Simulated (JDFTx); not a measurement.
Crystal: Se.

```
Se
1.0
     4.36620    0.00000    0.00000
    -2.18310    3.78124    0.00000
     0.00000    0.00000    4.95360
Se
3
Cartesian
  1.6910 2.9289 0.0000
  -0.4921 0.8523 3.3024
  0.9841 0.0000 1.6512
```

```yaml
Program: JDFTx 1.7.0 (patched build)
Task: relaxation of cell and atoms
Functional: PBE
Dispersion: D2
Potentials_or_basis: PseudoDojo-SR-PBE-0.5-standard
Cutoff: 1170 eV
Density_cutoff: 9361 eV
k_mesh: 4 × 4 × 3
Occupations: fermi-dirac, width 0.05 eV
Spin: no spin polarisation
```

At the start: pressure 1.9 GPa; volume 27.26 Å³/atom.

Question: Where does the relaxation end?

Answer: Over 14 steps the energy falls by 6.3 meV/atom and the volume is 27.55 Å³/atom (+1.1 %); space group P3_121 (No. 152, to 0.05 Å).

Step by step:
```tsv
step	energy change (eV)	largest force (eV/Å)	pressure (GPa)	volume (Å³)
1	0.0000	0.3333	1.86	81.78
2	-0.0047	0.2591	1.54	81.91
3	-0.0136	0.0474	0.58	82.39
4	-0.0150	0.0025	0.30	82.60
5	-0.0158	0.0196	0.17	82.74
6	-0.0168	0.0380	0.01	82.94
7	-0.0177	0.0500	-0.16	83.18
8	-0.0182	0.0447	-0.30	83.39
9	-0.0187	0.0369	0.02	82.97
10	-0.0187	0.0358	0.09	82.83
11	-0.0189	0.0165	0.04	82.71
12	-0.0190	0.0090	-0.04	82.59
13	-0.0190	0.0067	-0.03	82.60
14	-0.0190	0.0051	-0.01	82.65
```

Final structure:
```
Se
1.0
     4.34561    0.00000    0.00000
    -2.17280    3.76341    0.00000
     0.00000    0.00000    5.05353
Se
3
Direct
  0.77181 0.77181 0.00000
  0.00000 0.22819 0.66667
  0.22819 0.00000 0.33333
```

Caveat: the k mesh is coarse (spacing up to 0.42 Å⁻¹), so the values aren't converged.
